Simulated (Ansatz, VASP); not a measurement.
# Two plane-wave programs on Al2Pt

```
Al Pt
1.0
     0.00000    2.94826    2.94826
     2.94826    0.00000    2.94826
     2.94826    2.94826    0.00000
Al Pt
2 1
Direct
  0.25000 0.25000 0.25000
  0.75000 0.75000 0.75000
  0.00000 0.00000 0.00000
```

Alike in both runs: functional PBEsol; k mesh 12 × 12 × 12; occupations gaussian, width 0.1 eV; no spin polarisation.

Ansatz relaxed the structure, and its values are those at the end. VASP's run is a single point on that final structure, the one shown.

|  | VASP | Ansatz |
| --- | --- | --- |
| version | VASP 6.6.1 | Ansatz 0.2.0 |
| potentials or method | VASP PAW PBE potentials, release 64 (Al, Pt) | scalar-relativistic, plane waves, PAW |
| plane-wave cutoff (eV) | 520 | 420 |
| valence electrons in the cell | 16 | 24 |

|  | VASP | Ansatz | Ansatz less VASP |
| --- | --- | --- | --- |
| gap on the k mesh at the Fermi level (eV) | none | none | - |
| pressure (GPa) | 0.0 | 0.0 | +0.03 |

A gap of «none» marks a metal or a gap that the smearing closes. The functional is the same, so the differences come from potentials, cutoffs and numerics. The two sets of potentials don't hold the same shells in valence.

Caveats: the PAW data sets were made with another functional, which shifts forces and pressure a little (VASP). The runs have no spin-orbit coupling, so splittings on Pt are missing.
